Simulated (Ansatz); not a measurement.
# W/SiC/TaN: conductance against the thickness of the layer, part 4 of 7

Aim: the conductance of W/SiC/TaN junctions as the barrier thickens. The lower electrode is W bcc(001), the upper one TaN rock salt(001); the barrier is SiC zinc blende(001) (C and C faces). In the first transport cell, after relaxation, the nearest pair of electrode and barrier is W–C at 2.39 Å, at a slant, at the lower face and Ta–C at 2.19 Å, at a slant, at the upper one. All share a net of side 3.134 Å, which strains the lower electrode by -1.1 %, the upper one by +0.3 % and the barrier by +1.2 %, against typed lattice constants near PBE's. The first steps treat the bulk electrodes alone.

Ansatz 0.2.0; PBE DFT, plane waves, PAW files (the session's first sound run).

So far, transmission at the Fermi level (a spin, zone mean): step 5 (T(E) of the junction) 0.00555. Also channels of the lower lead: step 5 1.32.

### 6. Conductance, atomic planes in the barrier 5, gap between the electrodes 7.23 Å

Level of this step: PBE DFT, plane waves, PAW files; ballistic transmission by layer matching between semi-infinite leads (Ansatz).

System of this step: W/SiC/TaN. The cell holds 40 atoms: 11 W, 3 C, 2 Si, 12 N and 12 Ta. Its edges and angles: a = 3.134 Å, b = 3.134 Å, c = 61.728 Å, α = 90.0°, β = 90.0°, γ = 90.0°. Regions: left electrode, 11 atoms (11 W); barrier, 5 atoms (3 C and 2 Si); right electrode, 24 atoms (12 N and 12 Ta). Vacuum lies along c.

The conductance needs T(E) within ten thermal energies of the Fermi level, on steps under 1.5 kT, and a finer mesh (26×26), since the current can rest on few wavevectors.

input.yaml reads:

```yaml
crystal:
  lattice:
    - [3.134, 0.0, 0.0]
    - [0.0, 3.134, 0.0]
    - [0.0, 0.0, 61.7281762257]
  atoms:
    - { symbol: W, position: [0.0, 0.0, 0.113400402] }
    - { symbol: W, position: [0.5, 0.5, 0.1395197124] }
    - { symbol: W, position: [0.0, 0.0, 0.1656390227] }
    - { symbol: W, position: [0.5, 0.5, 0.191758333] }
    - { symbol: W, position: [0.0, 0.0, 0.2178776434] }
    - { symbol: W, position: [0.5, 0.5, 0.2439969537] }
    - { symbol: W, position: [0.0, 0.0, 0.2701162641] }
    - { symbol: W, position: [0.5, 0.5, 0.2962355744] }
    - { symbol: W, position: [0.0, 0.0, 0.3223548847] }
    - { symbol: W, position: [0.5, 0.5, 0.3484741951] }
    - { symbol: W, position: [0.0, 0.0, 0.3745594989] }
    - { symbol: C, position: [0.5, 0.5, 0.3890995718] }
    - { symbol: Si, position: [0.5, 0.0, 0.4095834223] }
    - { symbol: C, position: [0.0, 0.0, 0.4273467002] }
    - { symbol: Si, position: [0.0, 0.5, 0.4455631883] }
    - { symbol: C, position: [0.5, 0.5, 0.4622773368] }
    - { symbol: "N", position: [0.0, 0.5, 0.4965418065] }
    - { symbol: Ta, position: [0.5, 0.0, 0.4869755982] }
    - { symbol: "N", position: [0.5, 0.0, 0.5290616898] }
    - { symbol: Ta, position: [0.0, 0.5, 0.5290616898] }
    - { symbol: "N", position: [0.0, 0.5, 0.5648154806] }
    - { symbol: Ta, position: [0.5, 0.0, 0.5648154806] }
    - { symbol: "N", position: [0.5, 0.0, 0.6005692714] }
    - { symbol: Ta, position: [0.0, 0.5, 0.6005692714] }
    - { symbol: "N", position: [0.0, 0.5, 0.6363230622] }
    - { symbol: Ta, position: [0.5, 0.0, 0.6363230622] }
    - { symbol: "N", position: [0.5, 0.0, 0.672076853] }
    - { symbol: Ta, position: [0.0, 0.5, 0.672076853] }
    - { symbol: "N", position: [0.0, 0.5, 0.7078306439] }
    - { symbol: Ta, position: [0.5, 0.0, 0.7078306439] }
    - { symbol: "N", position: [0.5, 0.0, 0.7435844347] }
    - { symbol: Ta, position: [0.0, 0.5, 0.7435844347] }
    - { symbol: "N", position: [0.0, 0.5, 0.7793382255] }
    - { symbol: Ta, position: [0.5, 0.0, 0.7793382255] }
    - { symbol: "N", position: [0.5, 0.0, 0.8150920163] }
    - { symbol: Ta, position: [0.0, 0.5, 0.8150920163] }
    - { symbol: "N", position: [0.0, 0.5, 0.8508458072] }
    - { symbol: Ta, position: [0.5, 0.0, 0.8508458072] }
    - { symbol: "N", position: [0.5, 0.0, 0.886599598] }
    - { symbol: Ta, position: [0.0, 0.5, 0.886599598] }
kpoints:
  mp_grid: { grid: [10, 10, 1] }
scf:
  occupations: { method: fermi_dirac, width: 0.1 }
  max_iter: 150
hamiltonian:
  xc: pbe
output:
  transmission:
    kmesh: [26, 26]
    e_range: [-0.26, 0.27]
    de: 0.0375
    leads: [[4, 5], [28, 30]]
```

Command:

```
ansatz run input.yaml --threads 4 --pin off --max-ram 12288MiB --backend cpu --events-out ev --progress --plain --runs-dir out
```

Numbers of over 12 decimals in the logs are rounded to 6 here.

The program printed:

```text
[...]
Crystal: 40 atoms, lattice volume = 606.291 Å³
Basis set: ecut = 420 eV, 11951 PW (Γ)
Bands: 235, of which v1, the nominal top of the filled ones, is band 195 counted from 1 (194 counted from 0)
Symmetry: 4 space group operations
[...]
k-points: 36 of 100
[...]
SCF iter   1: F=—  HF=-240067.328998 eV  |F-HF|=—  |Δ(HF+E_count)|=         —  Δρ=1.06e-2  dr2=4.41e1  ethr=1.77e-3  ⟨swp⟩=8.1  Hψ=40092  notcnv=0
[...]
SCF iter  11: F=-240066.963131 eV  HF=-240066.963131 eV  |F-HF|=1.78e-8  |Δ(HF+E_count)|=   4.25e-9  Δρ=7.18e-7  dr2=2.05e-8  ethr=2.56e-11  ⟨swp⟩=2.2  Hψ=14352  notcnv=0
SCF 1 converged in 11 iterations: F = -240066.963131 eV  dr2 = 2.05e-8
[...]
transmission: 1040 of 10388 steps passed
transmission: 2078 of 10388 steps passed
[...]
transmission: 10388 of 10388 steps passed
SCF converged after 11 iterations
Free energy (F): -240066.963131 eV
[...]
Internal energy: -240066.316499 eV  (E = F + TS)
E sigma→0 (E₀):  -240066.639815 eV
Entropy (-TS):   -0.646632 eV (-16.166 meV/atom)
Fermi energy:    15.664072 eV
[...]
--- Band table (eV; the first three rows and the last of 36) ---
  k-point 0: bands = [... 191 lower, 14.6988, 14.7315, 14.7351, 14.7831, 14.9533, 15.0644, 15.0926, 15.1039, ... 36 higher]
  k-point 1: bands = [... 191 lower, 14.5408, 14.7051, 14.8129, 14.9366, 14.9949, 15.0214, 15.0442, 15.1327, ... 36 higher]
  k-point 2: bands = [... 191 lower, 14.6828, 14.8111, 14.8235, 14.8601, 14.9920, 15.0262, 15.0765, 15.1721, ... 36 higher]
  k-point 35: bands = [... 191 lower, 15.4958, 15.5004, 16.1342, 16.1454, 16.3254, 16.4164, 16.4515, 16.6832, ... 36 higher]
--- Transmission ---
  basis      : 89 plane waves across, 53 finite elements along
  points     : 196, standing for a mesh of 26 x 26
  filling    : by the input's occupations and mesh, since the crystals that have channels conduct as metals do. If one of these is a semiconductor, that mesh has misplaced its level
[...]
filled         : 48.3 meV under the level at which it is neutral
    channels       : 1.210059e0 a spin
    conductance    : 9.4811e14 S/m² at 300 K; may be off by some 0.0 % by where its bands' edges are placed, 5.6 % from the k-mesh, 2.5 % from the distance to neutral
    slowest decay  : 0.0515 /Å at (0.4231, 0.1154)
[...]
filled         : 3.8 meV under the level at which it is neutral
    channels       : 1.828402e0 a spin
[...]
slowest decay  : 0.0020 /Å at (0.4615, 0.3846)
  junction   : crystal 0 to crystal 1, 14.95 to 41.89 Å
    transmission   : 3.553254e-2 a spin
    conductance    : 2.9603e13 S/m² at 300 K (2.0901e13 on every other point, 2.9932e13 on every other energy)
    error estimate : 1.1 % from the energy spacing and 3.6 % from band edges of the leads and from resonances (wavevectors taken as independent; lower de), 43.1 % from the k-mesh, 84.4 % from the steps of its leads' Hamiltonians or their offsets (lay more layers), 16.2 % from the distance to neutral
    resistance     : 3.2912e-2 Ω µm² beyond half of each lead's own
```

The job ended after 11 min (4 threads of Arm Neoverse V1, shared host; peak memory 5.3 GiB).

Numbers from this step:

| Quantity | Value |
| --- | --- |
| free energy | -240066.9631 eV |
| Fermi energy | 15.66 eV |
| transmission at the Fermi level (a spin, zone mean) | 0.03553 |
| channels of the lower lead | 1.210 |
| channels of the upper lead | 1.828 |
| potential step in the lower lead | 56.9 meV |
| ballistic conductance of the lower lead | 9.48e14 S/m² |
| potential step in the upper lead | 9.6 meV |
| ballistic conductance of the upper lead | 1.46e15 S/m² |
| junction conductance | 2.96e13 S/m² |
| error estimates by source, in the log's order | 1.1, 3.6, 43.1, 84.4, 16.2 % |
| resistance-area product beyond the leads | 0.03291 Ω um² |

One spin. Transmission, zone mean against energy, zero at the Fermi level:

```
energy (eV)  transmission, zone mean
     -0.260                   0.0368
     -0.223                   0.0378
     -0.185                   0.0341
     -0.147                   0.0345
     -0.110                   0.0320
     -0.072                   0.0307
     -0.035                   0.0349
      0.003                   0.0355
      0.040                   0.0406
      0.077                   0.0522
      0.115                   0.0522
      0.152                   0.0522
      0.190                   0.0508
      0.228                   0.0436
      0.265                   0.0409
```

One spin. The open channels, zone mean by energy, zero at the Fermi level:

```
energy (eV)  lower lead  upper lead
     -0.260        1.09        1.79
     -0.223        1.14        1.87
     -0.185        1.14        1.88
     -0.147        1.12        1.86
     -0.110        1.13        1.84
     -0.072        1.16        1.85
     -0.035        1.18        1.84
      0.003        1.21        1.83
      0.040        1.23        1.90
      0.077        1.26        1.86
      0.115        1.22        1.86
      0.152        1.25        1.91
      0.190        1.33        1.93
      0.228        1.36        1.94
      0.265        1.43        1.95
```

Transmission over k1 and k2. At 0.0025 eV from the Fermi level.

Ten even steps from '0' (0.000) to '9' (0.853):
```
00000000000000000000000000
00000000000000000000000000
00000000000000000000000000
00000000000000000000000000
00000000000000000000000000
00000000000021200000000000
00000000005090905000000000
00000000010210120100000000
00000010073000003700100000
00000000450000000540000000
00000000800000000080000000
00000000000000000000000000
00000030000000000000300000
00000000000000000000000000
00000000800000000080000000
00000000450000000540000000
00000010073000003700100000
00000000010210120100000000
00000000005090905000000000
00000000000021200000000000
00000000000000000000000000
00000000000000000000000000
00000000000000000000000000
00000000000000000000000000
00000000000000000000000000
00000000000000000000000000
```
Columns: k1 (b1) from -0.5 to 0.462; rows upwards: k2 (b2) from -0.5 to 0.462.

G = 3.0e13 S/m² (1/G = 0.0338 Ω µm²). The largest error estimate is 84 %, from the leads' potential steps. In the worse lead the potential repeats within 57 meV, which the program flags as too much for a lead, so G carries that doubt. By hand, Landauer's formula with T at one energy: G = (e²/h) ΣT / A = 3.874e-5 S × 0.0711 / 9.822 Å² = 2.8e13 S/m², with T summed over both spins. The printed value averages T over the Fermi window and is 1.1 times this.

### 7. Conductance on a fine mesh, atomic planes in the barrier 7, gap between the electrodes 9.4 Å

System of this step: W/SiC/TaN. The cell holds 42 atoms: 11 W, 4 C, 3 Si, 12 N and 12 Ta. Cell: a = 3.134 Å, b = 3.134 Å, c = 63.891 Å, α = 90.0°, β = 90.0°, γ = 90.0°. Regions: left electrode, 11 atoms (11 W); barrier, 7 atoms (4 C and 3 Si); right electrode, 24 atoms (12 N and 12 Ta). Vacuum lies along c.

Barrier layers are added or taken out in the middle, and the relaxed faces stay.

input.yaml reads:

```yaml
crystal:
  lattice:
    - [3.134, 0.0, 0.0]
    - [0.0, 3.134, 0.0]
    - [0.0, 0.0, 63.8914317184]
  atoms:
    - { symbol: W, position: [0.0, 0.0, 0.1095608568] }
    - { symbol: W, position: [0.5, 0.5, 0.1347958116] }
    - { symbol: W, position: [0.0, 0.0, 0.1600307664] }
    - { symbol: W, position: [0.5, 0.5, 0.1852657212] }
    - { symbol: W, position: [0.0, 0.0, 0.210500676] }
    - { symbol: W, position: [0.5, 0.5, 0.2357356308] }
    - { symbol: W, position: [0.0, 0.0, 0.2609705856] }
    - { symbol: W, position: [0.5, 0.5, 0.2862055404] }
    - { symbol: W, position: [0.0, 0.0, 0.3114404952] }
    - { symbol: W, position: [0.5, 0.5, 0.33667545] }
    - { symbol: W, position: [0.0, 0.0, 0.3618775497] }
    - { symbol: C, position: [0.5, 0.5, 0.3759253204] }
    - { symbol: Si, position: [0.5, 0.0, 0.3957156224] }
    - { symbol: C, position: [0.0, 0.0, 0.4128774659] }
    - { symbol: Si, position: [0.0, 0.5, 0.4302764989] }
    - { symbol: C, position: [0.5, 0.5, 0.4468270898] }
    - { symbol: Si, position: [0.5, 0.0, 0.4643354782] }
    - { symbol: C, position: [0.0, 0.0, 0.480483714] }
    - { symbol: "N", position: [0.5, 0.0, 0.5135880469] }
    - { symbol: Ta, position: [0.0, 0.5, 0.5043457341] }
    - { symbol: "N", position: [0.0, 0.5, 0.545006862] }
    - { symbol: Ta, position: [0.5, 0.0, 0.545006862] }
    - { symbol: "N", position: [0.5, 0.0, 0.5795500902] }
    - { symbol: Ta, position: [0.0, 0.5, 0.5795500902] }
    - { symbol: "N", position: [0.0, 0.5, 0.6140933183] }
    - { symbol: Ta, position: [0.5, 0.0, 0.6140933183] }
    - { symbol: "N", position: [0.5, 0.0, 0.6486365464] }
    - { symbol: Ta, position: [0.0, 0.5, 0.6486365464] }
    - { symbol: "N", position: [0.0, 0.5, 0.6831797745] }
    - { symbol: Ta, position: [0.5, 0.0, 0.6831797745] }
    - { symbol: "N", position: [0.5, 0.0, 0.7177230026] }
    - { symbol: Ta, position: [0.0, 0.5, 0.7177230026] }
    - { symbol: "N", position: [0.0, 0.5, 0.7522662307] }
    - { symbol: Ta, position: [0.5, 0.0, 0.7522662307] }
    - { symbol: "N", position: [0.5, 0.0, 0.7868094589] }
    - { symbol: Ta, position: [0.0, 0.5, 0.7868094589] }
    - { symbol: "N", position: [0.0, 0.5, 0.821352687] }
    - { symbol: Ta, position: [0.5, 0.0, 0.821352687] }
    - { symbol: "N", position: [0.5, 0.0, 0.8558959151] }
    - { symbol: Ta, position: [0.0, 0.5, 0.8558959151] }
    - { symbol: "N", position: [0.0, 0.5, 0.8904391432] }
    - { symbol: Ta, position: [0.5, 0.0, 0.8904391432] }
kpoints:
  mp_grid: { grid: [10, 10, 1] }
scf:
  occupations: { method: fermi_dirac, width: 0.1 }
  max_iter: 150
hamiltonian:
  xc: pbe
output:
  transmission:
    kmesh: [26, 26]
    e_range: [-0.26, 0.27]
    de: 0.0375
    leads: [[4, 5], [30, 32]]
```

The program printed:

```text
[...]
Crystal: 42 atoms, lattice volume = 627.539 Å³
Basis set: ecut = 420 eV, 12357 PW (Γ)
Bands: 241, of which v1, the nominal top of the filled ones, is band 199 counted from 1 (198 counted from 0)
Symmetry: 4 space group operations
[...]
k-points: 36 of 100
[...]
SCF iter   1: F=—  HF=-240954.380710 eV  |F-HF|=—  |Δ(HF+E_count)|=         —  Δρ=1.01e-2  dr2=4.35e1  ethr=1.77e-3  ⟨swp⟩=8.7  Hψ=42239  notcnv=0
[...]
SCF iter  10: F=-240954.020835 eV  HF=-240954.020835 eV  |F-HF|=6.30e-8  |Δ(HF+E_count)|=   1.89e-9  Δρ=1.37e-6  dr2=7.63e-8  ethr=2.51e-11  ⟨swp⟩=10.1  Hψ=24968  notcnv=0
SCF 1 converged in 10 iterations: F = -240954.020835 eV  dr2 = 7.63e-8
[...]
transmission: 1098 of 10976 steps passed
transmission: 2196 of 10976 steps passed
[...]
transmission: 10976 of 10976 steps passed
SCF converged after 10 iterations
Free energy (F): -240954.020835 eV
[...]
Internal energy: -240953.361380 eV  (E = F + TS)
E sigma→0 (E₀):  -240953.691107 eV
Entropy (-TS):   -0.659455 eV (-15.701 meV/atom)
Fermi energy:    15.468413 eV
[...]
--- Band table (eV; the first three rows and the last of 36) ---
  k-point 0: bands = [... 195 lower, 14.5052, 14.5408, 14.5546, 14.7621, 14.8178, 14.8716, 14.8994, 14.9088, ... 38 higher]
  k-point 1: bands = [... 195 lower, 14.3478, 14.5267, 14.6203, 14.7683, 14.8037, 14.8265, 14.8487, 15.0528, ... 38 higher]
  k-point 2: bands = [... 195 lower, 14.4941, 14.6199, 14.6449, 14.6637, 14.8000, 14.8328, 14.8834, 14.9776, ... 38 higher]
  k-point 35: bands = [... 195 lower, 15.3006, 15.3142, 15.6185, 15.9397, 15.9511, 16.2236, 16.2284, 16.4318, ... 38 higher]
--- Transmission ---
  basis      : 89 plane waves across, 56 finite elements along
  points     : 196, standing for a mesh of 26 x 26
[...]
filled         : 48.1 meV under the level at which it is neutral
    channels       : 1.210059e0 a spin
[...]
slowest decay  : 0.0511 /Å at (0.4231, 0.1154)
[...]
filled         : 3.7 meV under the level at which it is neutral
    channels       : 1.828402e0 a spin
[...]
slowest decay  : 0.0020 /Å at (0.4615, 0.3846)
  junction   : crystal 0 to crystal 1, 14.95 to 44.05 Å
    transmission   : 2.507083e-2 a spin
[...]
resistance     : 4.8945e-2 Ω µm² beyond half of each lead's own
```

Wall time 14 min (4 threads); peak memory 5.6 GiB.

Numbers from this step:

- free energy: -240954.0208 eV
- Fermi energy: 15.47 eV
- transmission at the Fermi level (a spin, zone mean): 0.02507
- potential step in the lower lead: 57.2 meV
- potential step in the upper lead: 9.2 meV
- junction conductance: 2.01e13 S/m²
- error estimates by source, in the log's order: 1, 0.8, 49.8, 72.8, 12.3 %
- resistance-area product beyond the leads: 0.04895 Ω um²

One spin. Table of transmission, zone mean by energy, zero at the Fermi level:

```
energy (eV)  transmission, zone mean
     -0.260                   0.0162
     -0.223                   0.0182
     -0.185                   0.0159
     -0.147                   0.0187
     -0.110                   0.0224
     -0.072                   0.0221
     -0.035                   0.0217
      0.003                   0.0251
      0.040                   0.0311
      0.077                   0.0295
      0.115                   0.0316
      0.152                   0.0327
      0.190                   0.0334
      0.228                   0.0231
      0.265                   0.0235
```

One spin. Open channels, zone mean against energy, zero at the Fermi level:

(Unchanged from step 6.)

Transmission over k1 and k2. At 0.0025 eV from the Fermi level; zeros and values more than six decades under the largest are shown at that floor.

log10 of the mean of each cell; the least values stand at a floor. Values, 12 rows by 16 columns:
```
-3.4 -3.2 -6.2 -6.2 -6.2 -6.2 -3.2 -2.7 -2.7 -2.8 -3.9 -6.2 -6.2 -6.2 -3.8 -3.1
-6.2 -6.2 -6.2 -6.2 -6.2 -6.2 -3.0 -2.4 -2.6 -2.5 -6.2 -6.2 -6.2 -6.2 -6.2 -6.2
-6.2 -6.2 -6.2 -6.2 -6.2 -2.0 -1.7 -1.1 -1.2 -1.4 -1.7 -2.8 -6.2 -6.2 -6.2 -6.2
-6.2 -6.2 -6.2 -4.0 -3.4 -1.7 -0.8 -0.4 -0.8 -0.6 -1.1 -2.3 -3.6 -6.2 -6.2 -6.2
-2.9 -3.4 -3.4 -2.1 -1.7 -0.7 -0.9 -1.1 -1.3 -1.1 -0.7 -1.0 -1.8 -3.5 -4.0 -2.9
-2.7 -2.6 -2.8 -1.8 -1.6 -1.4 -1.9 -2.2 -2.2 -2.1 -1.9 -1.3 -1.5 -3.0 -2.7 -2.8
-2.5 -2.9 -2.7 -2.5 -1.7 -0.9 -1.5 -1.8 -1.7 -1.8 -1.2 -1.0 -2.1 -2.9 -2.9 -2.8
-3.7 -4.0 -6.2 -2.3 -2.0 -0.9 -0.6 -0.6 -0.9 -0.7 -0.6 -1.5 -1.9 -6.2 -6.2 -3.5
-6.2 -6.2 -6.2 -6.2 -4.2 -1.9 -1.3 -0.6 -0.8 -0.8 -1.6 -2.6 -6.2 -6.2 -6.2 -6.2
-6.2 -6.2 -6.2 -6.2 -6.2 -2.4 -2.1 -2.0 -1.9 -2.1 -2.1 -3.2 -6.2 -6.2 -6.2 -6.2
-3.7 -3.6 -6.2 -6.2 -6.2 -6.2 -3.5 -2.6 -2.5 -2.8 -6.2 -6.2 -6.2 -6.2 -4.2 -3.5
-3.5 -3.2 -6.2 -6.2 -6.2 -6.2 -2.9 -2.5 -2.8 -2.6 -3.3 -6.2 -6.2 -6.2 -3.8 -3.2
```
Columns: k1 (b1) from -0.5 to 0.462; rows upwards: k2 (b2) from -0.5 to 0.462.

G = 2.0e13 S/m² (1/G = 0.0498 Ω µm²), 0.68 times the step before of this kind, a change inside the error estimates. The largest error estimate is 73 %, from the leads' potential steps. In the worse lead the potential repeats within 57 meV, which the program flags as too much for a lead, so G carries that doubt.

(Continued in part 5 of 7.)

[Logs are printed without paths, hosts, clocks, repeated set-up lines and the standing remarks that a program may print on its own settings, such as how far it seeks lower states.]

[Hosts, paths, dates, database ids (printed as entryN), source tags and the programs' standing remarks are cut or masked in the printed files.]
